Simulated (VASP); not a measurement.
# WC under changes of volume

One of the cells (10.164 Å³/atom); the others are scaled copies at fixed shape and fractional positions:

```
W C
1.0
     0.00000    2.16613    2.16613
     2.16613    0.00000    2.16613
     2.16613    2.16613    0.00000
W C
1 1
Direct
  0.00000 0.00000 0.00000
  0.50000 0.50000 0.50000
```

Measurements of this composition are mostly on another form, of space group No. 187.

```yaml
Program: VASP 6.6.1
Functional: LDA
Potentials_or_basis: VASP PAW LDA potentials, release 64 (W_sv, C)
Cutoff: 520 eV
k_mesh: 8 × 8 × 8
Occupations: fermi-dirac, width 0.05 eV
Spin: no spin polarisation
```

| volume (Å³/atom) | energy over the lowest point (meV/atom) | pressure (GPa) |
| --- | --- | --- |
| 9.757 | 22.09 | 17.9 |
| 9.960 | 5.37 | 8.5 |
| 10.164 | 0.00 | 0.0 |
| 10.367 | ? | ? |
| 10.570 | 18.87 | -14.5 |

Task: What does the run at 10.367 Å³/atom give?

Result: Energy over the lowest point 4.85 meV/atom; pressure -7.6 GPa.

Worked out: A Birch-Murnaghan fit of order 2 (a polynomial in V^(-2/3)) to the other rows has its minimum at 10.17 Å³/atom with B0 = V·E''(V) = 402 GPa. It gives 4.81 meV/atom at 10.367 Å³/atom, against the run's 4.85, and -dE/dV = -7.6 GPa, against -7.6.

Energies are extrapolated to zero smearing.
